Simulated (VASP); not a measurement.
TiAl: single point with HSE06

TiAl:

```
Ti Al
1.0
     2.84698    0.00000    0.00000
    -1.42349    2.46556    0.00000
     0.00000    0.00000    4.62121
Ti Al
1 1
Direct
  0.00000 0.00000 0.00000
  0.33333 0.66667 0.50000
```

The cell comes from a database or a generator and needn't be the stable form of this composition.

- Program: VASP 6.6.1
- Task: single point
- Functional: HSE06
- Potentials or basis: VASP PAW PBE potentials, release 64 (Ti_sv, Al)
- Cutoff: 520 eV
- k mesh: 9 × 9 × 4
- Occupations: gaussian, width 0.1 eV
- Spin: no spin polarisation
- Grid for exact exchange (PRECFOCK): Fast
- Screening parameter: 0.2 1/A
- Further INCAR settings: ALGO = Normal; EDIFF = 1e-06

- Pressure: 1.7 GPa
- Band gap on the k mesh: none (metal or under the smearing width)

Stress tensor (GPa, compression positive):
```
2.35 0.00 0.00
0.00 2.35 0.00
0.00 0.00 0.42
```

Levels at points of the mesh, in eV from the Fermi level:
```csv
k point,band 4,band 5,band 6,band 7,band 8,band 9,band 10,band 11
"(0.00, 0.00, 0.00)",-35.61,-10.45,-3.01,-2.40,1.95,1.95,3.79,3.79
"(0.00, 0.00, 0.50)",-35.61,-9.35,-6.45,-0.61,1.97,1.97,3.70,3.70
```

Run time: 33 min on 1 thread of Intel(R) Xeon(R) 6975P-C (Granite Rapids) (shared host), peak memory 0.3 GiB.

Caveat: the PAW data sets were made with another functional, which shifts forces and pressure a little.
